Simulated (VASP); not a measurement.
# CaF2 (pbe) (Fm-3m) in VASP: notebook, part 2 of 2

VASP 6.6.1. The steps go on from the part before.

### Step 3. Relaxation of cell and atoms, PBE

This run uses another cell than the first one, of 13.59 Å³/atom, 0.974 times its volume.

Contents of INCAR:

```
SYSTEM = CaF2
ALGO = Normal ; EDIFF = 1E-6
EDIFFG = -0.002 ; ENCUT = 600
GGA = PE ; IBRION = 2
ISIF = 3 ; ISMEAR = 0
LASPH = .TRUE. ; LCHARG = .FALSE.
LREAL = .FALSE. ; LWAVE = .FALSE.
NELM = 100 ; NSW = 100
PREC = Accurate ; SIGMA = 0.02
```

Contents of KPOINTS:

```
k-points
0
G
  8 8 8
  0 0 0
```

Contents of POSCAR:

```
CaF2
1.0
    0.0000000000      2.7316045000      2.7316045000
    2.7316045000      0.0000000000      2.7316045000
    2.7316045000      2.7316045000      0.0000000000
Ca F
1 2
Direct
    0.0000000000      0.0000000000      0.0000000000
    0.2500000000      0.2500000000      0.2500000000
    0.7500000000      0.7500000000      0.7500000000
```

Potentials or basis: VASP PAW PBE potentials, release 64 (Ca_sv, F).

Command:

```
> cat potpaw_PBE.64/Ca_sv/POTCAR potpaw_PBE.64/F/POTCAR > POTCAR
> mpirun -np 1 vasp_std > vasp.out
```

Wall time 49 s (1 thread of AMD EPYC 7R13 (Zen 3), shared host); peak memory 0.17 GiB.

The run converged. Its results:

* Free energy: -17.3420 eV
* Relaxed volume: 13.97 Å³/atom
* Relaxed cell: a = 3.899 Å, b = 3.899 Å, c = 3.899 Å, α = 60.00°, β = 60.00°, γ = 60.00°
* Space group after relaxing (to 0.05 Å): Fm-3m (No. 225)
* Energy gained by relaxing: 2.7 meV/atom
* Ionic steps: 3
* Pressure after relaxing: 0.0 GPa
* Band gap on the k mesh: 7.11 eV, indirect (least direct gap 7.36 eV)

The path:
```
step  energy change (eV)  largest force (eV/Å)  pressure (GPa)  volume (Å³)
   1              0.0000                0.0000            2.34        40.76
   2             -0.0080                0.0000           -0.06        41.94
   3             -0.0080                0.0000           -0.01        41.91
```

Final structure:
```yaml
crystal:
  lattice:
    - [0.00000, 2.75695, 2.75695]
    - [2.75695, 0.00000, 2.75695]
    - [2.75695, 2.75695, 0.00000]
  atoms:
    - { symbol: Ca, position: [0.00000, 0.00000, 0.00000] }
    - { symbol: F, position: [0.25000, 0.25000, 0.25000] }
    - { symbol: F, position: [0.75000, 0.75000, 0.75000] }
```

Levels at points of the mesh, in eV from the valence-band top:
```csv
k point,band 8,band 9,band 10,band 11,band 12,band 13,band 14,band 15,band 16
"(0.00, 0.00, 0.00)",-2.02,-2.02,-0.25,-0.25,-0.25,7.11,9.05,9.05,11.00
"(0.50, 0.00, 0.00)",-1.45,-1.26,-1.20,-0.82,-0.82,9.26,9.26,9.56,10.59
"(0.50, 0.50, 0.00)",-1.61,-1.61,-0.35,-0.35,0.00,8.04,9.35,9.93,10.68
```

### Step 4. Single point, PBE

This run uses another cell than the first one, of 13.59 Å³/atom, 0.974 times its volume.

Contents of INCAR:

```
  PREC = Accurate
  ENCUT = 520
  EDIFF = 1E-6
  ISMEAR = 0
  SIGMA = 0.1
  LREAL = False
  LASPH = True
  NELM = 100
  ALGO = Fast
  ISIF = 2
  LWAVE = False
  LCHARG = True
  GGA = PE
  LELF = True
  LVHAR = True
  NBANDS = 19
```

Contents of KPOINTS:

```
regular mesh
0
Gamma
  6 6 6
```

POSCAR is that of step 3.

Potentials or basis: VASP PAW PBE potentials, release 64 (Ca_sv, F).

Command:

```
> cat potpaw_PBE.64/Ca_sv/POTCAR potpaw_PBE.64/F/POTCAR > POTCAR
> mpirun -np 1 vasp_std > vasp.out
```

OUTCAR:

```text
PREC = Accurate
   ENCUT = 520
   EDIFF = 1E-6
   ISMEAR = 0
   LREAL = False
   LASPH = True
   NELM = 100
   ISIF = 2
   GGA = PE

 ion  position               nearest neighbor table
   1  0.000  0.000  0.000-   2 2.37   3 2.37   3 2.37   3 2.37   3 2.37   2 2.37   2 2.37   2 2.37

   2  0.250  0.250  0.250-   1 2.37   1 2.37   1 2.37   1 2.37
   3  0.750  0.750  0.750-   1 2.37   1 2.37   1 2.37   1 2.37

  LATTYP: Found a face centered cubic cell.
 ALAT       =     5.4632090000

  Lattice vectors:

 A1 = (   0.0000000000,   2.7316045000,   2.7316045000)
 A2 = (   2.7316045000,   0.0000000000,   2.7316045000)
 A3 = (   2.7316045000,   2.7316045000,   0.0000000000)

Analysis of symmetry for initial positions (statically):
=====================================================================
 Subroutine PRICEL returns:
 Original cell was already a primitive cell.

 Routine SETGRP: Setting up the symmetry group for a
 face centered cubic supercell.

 Subroutine GETGRP returns: Found 48 space group operations
 (whereof 48 operations were pure point group operations)
[... 157 lines left out ...]

  energy without entropy =      -17.32924947  energy(sigma->0) =      -17.32924947

 E-fermi :  -0.4042     XC(G=0):  -9.6281

 val. band max:       -0.9711343683   @ k =   0.5000   0.5000   0.0000
 cond. band min:       6.3027031045   @ k =   0.0000   0.0000   0.0000
 fundamental gap:      7.2738374728
 Fermi energy:        -0.4041880498

 k-point     1 :       0.0000    0.0000    0.0000
  band No.  band energies     occupation
      1     -37.0010      2.00000
      2     -20.9035      2.00000
      3     -20.1339      2.00000
      4     -17.9401      2.00000
      5     -17.9401      2.00000
      6     -17.9401      2.00000
[... 329 lines left out ...]
      6     -17.4305      2.00000
[... 11 lines left out ...]
     18      13.5591      0.00000
     19      13.6038      0.00000

------------------------ aborting loop because EDIFF is reached ----------------------------------------

  FORCE on cell =-STRESS in cart. coord.  units (eV):
  Direction    XX          YY          ZZ          XY          YZ          ZX
  --------------------------------------------------------------------------------------
  -------------------------------------------------------------------------------------
  Total        0.6138483      0.6138483      0.6138483      0.0000000      0.0000000      0.0000000
  in kB       24.1261597     24.1261597     24.1261597      0.0000000      0.0000000      0.0000000
  external PRESSURE =      24.1261597 kB  Pullay stress =       0.0000000 kB

 VOLUME and BASIS-vectors are now :
 -----------------------------------------------------------------------------
  energy-cutoff  :      520.00
  volume of cell :       40.76
      direct lattice vectors                 reciprocal lattice vectors
     0.000000000  2.731604500  2.731604500    -0.183042604  0.183042604  0.183042604
     2.731604500  0.000000000  2.731604500     0.183042604 -0.183042604  0.183042604
     2.731604500  2.731604500  0.000000000     0.183042604  0.183042604 -0.183042604

 POSITION                                       TOTAL-FORCE (eV/Angst)
 -----------------------------------------------------------------------------------
      0.00000      0.00000      0.00000        -0.000000     -0.000000     -0.000000
      1.36580      1.36580      1.36580         0.000000      0.000000      0.000000
      4.09741      4.09741      4.09741        -0.000000     -0.000000     -0.000000
 -----------------------------------------------------------------------------------
    total drift:                                0.000000     -0.000000      0.000000

  FREE ENERGIE OF THE ION-ELECTRON SYSTEM (eV)
  ---------------------------------------------------
  free  energy   TOTEN  =       -17.3292494710 eV

  energy  without entropy=      -17.3292494710  energy(sigma->0) =      -17.32924947
```

Wall time 25 s (1 thread of AMD EPYC 7R13 (Zen 3), shared host); peak memory 0.13 GiB.

Results:

| Quantity | Value |
| --- | --- |
| Free energy | -17.3292 eV |
| Pressure | 2.4 GPa |
| Band gap on the k mesh | 7.27 eV, indirect (least direct gap 7.53 eV) |

Levels at points of the mesh, in eV from the valence-band top:
```
           k point  band 10  band 11  band 12  band 13  band 14  band 15
(0.00, 0.00, 0.00)    -0.26    -0.26    -0.26     7.27     9.16     9.16
(0.50, 0.00, 0.00)    -1.24    -0.84    -0.84     9.38     9.38     9.74
(0.50, 0.50, 0.00)    -0.36    -0.36     0.00     8.11     9.51    10.08
```

### Step 5. Summary

| task | cell | k mesh | cutoff (eV) | smearing | gap on the mesh (eV) | pressure (GPa) |
| --- | --- | --- | --- | --- | --- | --- |
| single point | Fm-3m, 13.95 Å³/atom | 8 × 8 × 8 | 520 | gaussian 0.02 eV | 7.12 | 0.2 |
| relaxation of cell and atoms | relaxed | 8 × 8 × 8 | 600 | gaussian 0.02 eV | 7.11 | 0.0 |
| single point | Fm-3m, 13.59 Å³/atom | 6 × 6 × 6 | 520 | gaussian 0.1 eV | 7.27 | 2.4 |

Alike in all rows: level PBE; potentials or basis VASP PAW PBE potentials, release 64 (Ca_sv, F); no spin polarisation.

Absolute energies hang on the potentials; compare differences alone.
